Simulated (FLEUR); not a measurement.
# CdTe (F-43m) in FLEUR: single point with PBEsol

Aim: the single point of CdTe with PBEsol.

Program: FLEUR MaX-R8.1 (later development tree). These are calculated values, not measurements. Logs are shortened: lines on timing, memory, paths and dates and some standing lists are left out, and cuts for length are marked.

**Measured values to compare with.**

From a printed reference work, data compilation, for a bulk crystal of CdTe at 0 K: band gap 1.607 eV.

The runs below are set against these values where they give the same quantity.

### Step 1. The crystal as given

The structure is cubic, space group F-43m (No. 216). The conventional cell has a = 6.410 Å, b = 6.410 Å, c = 6.410 Å, α = 90.00°, β = 90.00°, γ = 90.00°. Around Te (site symmetry -43m) lie 4 Cd at 2.78 Å. Cd (site symmetry -43m) has 4 Te at 2.78 Å as nearest neighbours.

### Step 2. Single point, PBEsol

The input, inp.xml:

```xml
<?xml version="1.0" encoding="UTF-8" standalone="no"?>
<fleurInput fleurInputVersion="0.39">
   <comment>
      CdTe                                                                                                
   </comment>
   <calculationSetup>
      <cutoffs Kmax="4.39" Gmax="13.6" GmaxXC="13.6" numbands="0"/>
      <scfLoop itmax="60" minDistance="0.00001" maxIterBroyd="15" imix="Anderson" alpha="0.05" precondParam="0.0" spinf="2.0" sdNocoIR="T"/>
      <coreElectrons ctail="T" frcor="F" kcrel="0" coretail_lmax="0"/>
      <xcFunctional name="PBEs" relativisticCorrections="F"/>
      <magnetism jspins="1"/>
      <soc l_soc="F" theta="0.0" phi="0.0" spav="F"/>
      <expertModes spex="0" secvar="F"/>
      <geometryOptimization l_f="F" forcealpha="1.0" forcemix="BFGS" epsdisp="0.00001" epsforce="0.00001"/>
      <ldaU l_linMix="F" mixParam="0.05" spinf="1.0"/>
   </calculationSetup>
   <cell>
      <bzIntegration valenceElectrons="42.0" mode="hist" fermiSmearingEnergy="0.00183747">
         <kPointListSelection listName="default-1"/>
         <!-- k-points included here -->
         <xi:include xmlns:xi="http://www.w3.org/2001/XInclude" href="kpts.xml"> </xi:include>
      </bzIntegration>
      <!-- symmetry operations included here -->
      <xi:include xmlns:xi="http://www.w3.org/2001/XInclude" href="sym.xml"> </xi:include>
      <bulkLattice scale="1.0">
         <bravaisMatrix>
            <row-1>    0.0000000000000000     6.0565722293429998     6.0565722293429998</row-1>
            <row-2>    6.0565722293429998     0.0000000000000000     6.0565722293429998</row-2>
            <row-3>    6.0565722293429998     6.0565722293429998     0.0000000000000000</row-3>
         </bravaisMatrix>
      </bulkLattice>
   </cell>
   <atomSpecies>
      <species name="Tellurium (Te)" element="Te" atomicNumber="52">
         <mtSphere radius="2.23" gridPoints="761" logIncrement="0.017"/>
         <atomicCutoffs lmax="9" lnonsphr="9"/>
         <electronConfig flipSpins="F">
            <coreConfig>(1s1/2) (2s1/2) (2p1/2) (2p3/2) (3s1/2) (3p1/2) (3p3/2) (4s1/2) (3d3/2) (3d5/2)</coreConfig>
            <valenceConfig>(4p1/2) (4p3/2) (5s1/2) (4d3/2) (4d5/2) (5p1/2) (5p3/2)</valenceConfig>
            <stateOccupation state="(5p1/2)" spinUp="0.666667" spinDown="0.666667"/>
            <stateOccupation state="(5p3/2)" spinUp="1.333333" spinDown="1.333333"/>
         </electronConfig>
         <energyParameters s="5" p="5" d="5" f="4"/>
         <lo type="SCLO" l="1" n="4" eDeriv="0"/>
         <lo type="SCLO" l="1" n="4" eDeriv="1"/>
         <lo type="SCLO" l="2" n="4" eDeriv="0"/>
         <lo type="SCLO" l="2" n="4" eDeriv="1"/>
         <lo type="SCLO" l="0" n="5" eDeriv="2"/>
         <lo type="SCLO" l="3" n="4" eDeriv="2"/>
      </species>
      <species name="Cadmium (Cd)" element="Cd" atomicNumber="48">
         <mtSphere radius="2.48" gridPoints="847" logIncrement="0.015"/>
         <atomicCutoffs lmax="10" lnonsphr="10"/>
         <electronConfig flipSpins="F">
            <coreConfig>(1s1/2) (2s1/2) (2p1/2) (2p3/2) (3s1/2) (3p1/2) (3p3/2) (3d3/2) (3d5/2)</coreConfig>
            <valenceConfig>(4s1/2) (4p1/2) (4p3/2) (5s1/2) (4d3/2) (4d5/2)</valenceConfig>
         </electronConfig>
         <energyParameters s="5" p="5" d="4" f="4"/>
         <lo type="SCLO" l="0" n="4" eDeriv="0"/>
         <lo type="SCLO" l="1" n="4" eDeriv="0"/>
         <lo type="SCLO" l="1" n="4" eDeriv="1"/>
         <lo type="SCLO" l="2" n="4" eDeriv="2"/>
         <lo type="SCLO" l="3" n="4" eDeriv="2"/>
      </species>
   </atomSpecies>
   <atomGroups>
      <atomGroup species="Tellurium (Te)">
         <relPos label="                   1">-1.000/4.000 -1.000/4.000 -1.000/4.000</relPos>
         <force calculate="T" relaxXYZ="TTT"/>
      </atomGroup>
      <atomGroup species="Cadmium (Cd)">
         <relPos label="                   2">.0000000000 .0000000000 .0000000000</relPos>
         <force calculate="T" relaxXYZ="TTT"/>
      </atomGroup>
   </atomGroups>
   <output dos="F" band="F" slice="F">
      <checks vchk="F" cdinf="F"/>
      <bandDOS minEnergy="-.5*Htr" maxEnergy="0.5*Htr" sigma="0.015" storeEVData="T"/>
      <vacuumDOS vacdos="F" integ="F" star="F" nstars="0" locx1="0.0" locy1="0.0" locx2="0.0" locy2="0.0" nstm="0" tworkf="0.0"/>
      <unfoldingBand unfoldBand="F" supercellX="1" supercellY="1" supercellZ="1"/>
      <plotting iplot="0" polar="F">
         <plot TwoD="T" vec1="  1.0  0.0  0.0" vec2="  0.0  1.0  0.0" vec3="  0.0  0.0  1.0" zero="  0.0  0.0  0.0" file="plot"/>
      </plotting>
      <chargeDensitySlicing numkpt="0" minEigenval="0.0" maxEigenval="0.0" nnne="0" pallst="F"/>
      <specialOutput eonly="F"/>
      <moessbauerParams electricFieldGradient="T" isomerShift="T" coreHyperfine="T" valenceHyperfine="T"/>
      <magneticCircularDichroism mcd="F" energyLo="-10.0" energyUp="0.0"/>
   </output>
  <!-- We include the file relax.xml here to enable relaxations (see documentation) -->
  <xi:include xmlns:xi="http://www.w3.org/2001/XInclude" href="relax.xml"> <xi:fallback/> </xi:include>
</fleurInput>
```

The input, crystal.txt:

```
CdTe
&input cartesian=F /
0.0000000000  3.2050000000  3.2050000000
3.2050000000  0.0000000000  3.2050000000
3.2050000000  3.2050000000  0.0000000000
1.8897261246
1.0 1.0 1.0

2
52 0.7500000000  0.7500000000  0.7500000000
48 0.0000000000  0.0000000000  0.0000000000

&kpt div1=7 div2=7 div3=7 gamma=T /
```

Potentials or basis: all-electron, FLAPW.

On the command line:

```bash
$ inpgen -f crystal.txt -profile fastHighL
$ # inp.xml edited to the form shown
$ fleur_MPI
```

What it wrote:

```text
Welcome to FLEUR        (www.flapw.de)
      MaX-Release 8.1          (www.max-centre.eu)

 ========== k-point set info ==========
 Selected k-point list: default-1
 k-point list type: mesh
 7 x 7 x 7
 Number of k points: 20

 ------------Calculation Setup---------------------------
 Number of MPI-tasks      :            1
 Number of PE/node        :            1
 Number of OMP-threads    :            1
 Most efficient MPI parallelization for:
           1           2           4           5          10          20
 Additional eigenvalue parallelization possible
 Number of basis functions:          728
 Approximate size of matrices (H+S) per k-point:         0.016 GB
 --------------------------------------------------------
 Iteration:     1   Distance:       5.59876058 me/bohr^3
 Iteration:     2   Distance:       5.15260631 me/bohr^3
 Iteration:     3   Distance:       3.10890055 me/bohr^3
 Iteration:     4   Distance:       0.93574710 me/bohr^3
 Iteration:     5   Distance:       0.66525155 me/bohr^3
 Iteration:     6   Distance:       0.12396866 me/bohr^3
 Iteration:     7   Distance:       0.08757323 me/bohr^3
 Iteration:     8   Distance:       0.03567643 me/bohr^3
 Iteration:     9   Distance:       0.00549498 me/bohr^3
 Iteration:    10   Distance:       0.00381297 me/bohr^3
 Iteration:    11   Distance:       0.00034153 me/bohr^3
 Iteration:    12   Distance:       0.00024047 me/bohr^3
 Iteration:    13   Distance:       0.00003805 me/bohr^3
 Iteration:    14   Distance:       0.00000602 me/bohr^3

 ********************************************************************
 Run finished successfully
 Stop message:
   all done
 ********************************************************************
```

out.xml (last iteration):

```text
<iteration numberForCurrentRun="   14" overallNumber="   14">
         <energyParameters units="Htr">
            <atomicEP atomType="1" spin="1" branch="5s" branchLowest="-5.66" branchHighest="0.88" value="-0.3085580820"/>
            <atomicEP atomType="1" spin="1" branch="5p" branchLowest="-3.82" branchHighest="1.70" value="-0.0743069780"/>
            <atomicEP atomType="1" spin="1" branch="5d" branchLowest="-1.10" branchHighest="3.11" value="0.1260853618"/>
            <atomicEP atomType="1" spin="1" branch="4f" branchLowest="-9.99" branchHighest="1.73" value="0.2782410725"/>
            <loAtomicEP atomType="1" spin="1" branch="4p" branchLowest="-29.13" branchHighest="-3.82" value="-3.8346080613"/>
            <loAtomicEP atomType="1" spin="1" branch="4p" branchLowest="-29.13" branchHighest="-3.82" value="-3.8346080613"/>
            <loAtomicEP atomType="1" spin="1" branch="4d" branchLowest="-20.19" branchHighest="-1.10" value="-1.1549446326"/>
            <loAtomicEP atomType="1" spin="1" branch="4d" branchLowest="-20.19" branchHighest="-1.10" value="-1.1549446326"/>
            <loAtomicEP atomType="1" spin="1" branch="5s" branchLowest="-5.66" branchHighest="0.88" value="-0.3085580820"/>
            <loAtomicEP atomType="1" spin="1" branch="4f" branchLowest="-9.99" branchHighest="1.73" value="0.2782435460"/>
            <atomicEP atomType="2" spin="1" branch="5s" branchLowest="-3.58" branchHighest="1.25" value="0.0233482506"/>
            <atomicEP atomType="2" spin="1" branch="5p" branchLowest="-2.14" branchHighest="1.92" value="0.1831148310"/>
            <atomicEP atomType="2" spin="1" branch="4d" branchLowest="-14.15" branchHighest="-0.02" value="-0.1219675357"/>
            <atomicEP atomType="2" spin="1" branch="4f" branchLowest="-9.99" branchHighest="2.10" value="0.4984758961"/>
            <loAtomicEP atomType="2" spin="1" branch="4s" branchLowest="-26.63" branchHighest="-3.58" value="-3.5825556841"/>
            <loAtomicEP atomType="2" spin="1" branch="4p" branchLowest="-21.76" branchHighest="-2.14" value="-2.1586766804"/>
            <loAtomicEP atomType="2" spin="1" branch="4p" branchLowest="-21.76" branchHighest="-2.14" value="-2.1586766804"/>
            <loAtomicEP atomType="2" spin="1" branch="4d" branchLowest="-14.15" branchHighest="-0.02" value="-0.1303413944"/>
            <loAtomicEP atomType="2" spin="1" branch="4f" branchLowest="-9.99" branchHighest="2.10" value="0.4984783101"/>
         </energyParameters>
         <eigenvalues>
            <eigenvaluesAt spin="1" ikpt="1" k_x="0.00000000" k_y="0.00000000" k_z="0.00000000">
                      -3.8229470153       -3.8229470153       -3.8229470153       -3.5825506021       -2.1525189890
                      -2.1525189890       -2.1525189890       -1.1570528694       -1.1570528694       -1.1570528694
                      -1.1566928161       -1.1566928161       -0.2508599760       -0.1391387112       -0.1391387112
                      -0.1391387112       -0.1284620338       -0.1284620338        0.1685187185        0.1685187185
                       0.1685187185        0.1962746608        0.3353741111        0.3353741111        0.3353741111
                       0.4381227087        0.5184270860        0.5184270860        0.5343176741        0.5343176741
                       0.5343176741        0.6236401309        0.8654113400
            </eigenvaluesAt>
            <eigenvaluesAt spin="1" ikpt="2" k_x="0.00000000" k_y="0.00000000" k_z="0.14285714">
                      -3.8229473460       -3.8229473460       -3.8229473282       -3.5825505812       -2.1525197511
                      -2.1525191868       -2.1525191868       -1.1570560716       -1.1570532789       -1.1570532789
                      -1.1566987083       -1.1566987083       -0.2478324738       -0.1385576120       -0.1385576120
                      -0.1369008464       -0.1285128860       -0.1285128860        0.1131186624        0.1615677112
                       0.1615677112        0.2329574753        0.3362318019        0.3456489430        0.3456489430
                       0.4710907386        0.4837776450        0.4837776450        0.5197331912        0.5933874155
                       0.5933874155        0.6737386207        0.8158412429
[... 4 lines left out ...]
                      -1.1566877895       -1.1566877895       -0.2409725639       -0.1373868623       -0.1373868623
                      -0.1290442492       -0.1284479661       -0.1284479661        0.0488050592        0.1482896388
                       0.1482896388        0.2397117575        0.3581992441        0.3581992441        0.3785184444
[... 42 lines left out ...]
            <state n="3" l="1" j="0.5" energy="-22.6353190646" weight="1.0000000000"/>
            <state n="3" l="1" j="1.5" energy="-21.3731417627" weight="2.0000000000"/>
            <state n="3" l="2" j="1.5" energy="-14.3037628508" weight="2.0000000000"/>
            <state n="3" l="2" j="2.5" energy="-14.0471640294" weight="3.0000000000"/>
         </coreStates>
         <allElectronCharges>
            <spinDependentCharge spin="1" total="100.0000000" interstitial="4.7485820" mtSpheres="95.2514180"/>
            <totalCharge value="99.9999999954"/>
         </allElectronCharges>
         <moessbauerParams unitsHFF="kG" unitsIS="e/bohr^3" unitsEFG="Htr/bohr^2">
            <coreIsomerShift atomType="1" isTotal="231852.46258">
               <shell n="1" l="0" isomerShift="201377.38801"/>
               <shell n="2" l="0" isomerShift="23972.99408"/>
               <shell n="2" l="1" isomerShift="631.57338"/>
               <shell n="3" l="0" isomerShift="4736.42693"/>
               <shell n="3" l="1" isomerShift="135.36164"/>
               <shell n="4" l="0" isomerShift="998.71852"/>
               <shell n="3" l="2" isomerShift="0.00003"/>
            </coreIsomerShift>
            <coreIsomerShift atomType="2" isTotal="161294.61049">
               <shell n="1" l="0" isomerShift="141438.33168"/>
               <shell n="2" l="0" isomerShift="16315.06897"/>
               <shell n="2" l="1" isomerShift="357.92570"/>
               <shell n="3" l="0" isomerShift="3109.94172"/>
               <shell n="3" l="1" isomerShift="73.34241"/>
               <shell n="3" l="2" isomerShift="0.00001"/>
            </coreIsomerShift>
            <isomerShift atomType="1" nucleusRadius="0.0001189" averageDensity="231967.44410"/>
            <isomerShift atomType="2" nucleusRadius="0.0001140" averageDensity="161924.30302"/>
            <electricFieldGradient atomType="1" VXX="0.00000" VYY="0.00000" VZZ="0.00000" asymParam="0.00000">
            </electricFieldGradient>
            <electricFieldGradient atomType="2" VXX="0.00000" VYY="0.00000" VZZ="0.00000" asymParam="0.00000">
            </electricFieldGradient>
         </moessbauerParams>
         <totalEnergy                                    value="   -12387.4191628011" units="Htr">
            <sumOfEigenvalues                            value="    -7487.0120298839">
               <coreElectrons value="-7431.1627100513"/>
               <valenceElectrons value="-55.8493198326"/>
            </sumOfEigenvalues>
            <densityCoulombPotentialIntegral value="-20106.4539295083"/>
            <densityEffectivePotentialIntegral value="-20534.2689916889"/>
            <chargeDenXCDenIntegral value="-325.3931166789"/>
            <FockExchangeEnergyValence value="0.0000000000"/>
            <FockExchangeEnergyCore value="0.0000000000"/>
            <atomTypeDependentContributions atomType="1">
               <electronNucleiInteractionDifferentMTs value="8225.5287464586"/>
               <MadelungTerm value="-36.8103354443"/>
            </atomTypeDependentContributions>
            <atomTypeDependentContributions atomType="2">
               <electronNucleiInteractionDifferentMTs value="6774.8071233407"/>
               <MadelungTerm value="-18.9098379294"/>
            </atomTypeDependentContributions>
            <tkbTimesEntropy value="0.0000001664"/>
            <freeEnergy value="-12387.4191629675"/>
            <extrapolationTo0K value="-12387.4191628843"/>
         </totalEnergy>
         <densityConvergence units="me/bohr^3">
            <chargeDensity spin="1" distance="0.0000060151"/>
         </densityConvergence>
      </iteration>
```

Wall time 55 s (1 thread of AMD EPYC 9R45 (Zen 5), shared host); peak memory 0.09 GiB.

What came out:

- Free energy: -337078.8474 eV
- Band gap on the k mesh: 0.76 eV, direct
- Valence electrons inside the program's atomic spheres: Te 18.82; Cd 18.43 (radii Te 2.23, Cd 2.48 bohr)

Core levels (eV from the Fermi level):
```csv
atom,levels
1 Te,"1s1/2 -31586.6, 2s1/2 -4838.4, 2p1/2 -4533.5, 2p3/2 -4259.2, 3s1/2 -958.7, 3p1/2 -833.3, 3p3/2 -782.2, 4s1/2 -158.9, 3d3/2 -560.8, 3d5/2 -550.1"
2 Cd,"1s1/2 -26492.2, 2s1/2 -3929.6, 2p1/2 -3658.5, 2p3/2 -3466.2, 3s1/2 -729.5, 3p1/2 -620.9, 3p3/2 -586.6, 3d3/2 -394.2, 3d5/2 -387.2"
```

Caveat: spin-orbit coupling is left out, which moves the levels of the heavy elements.

### Step 3. Comparison with measurements

Step 2. A measured gap of CdTe is 1.607 eV (0 K; a printed reference work, data compilation); the calculated 0.76 eV misses it by -0.85 eV. Spin-orbit coupling on Cd, Te is left out. The value is that of PBEsol, without temperature or zero-point motion. Semilocal functionals fall short of measured gaps as a rule.
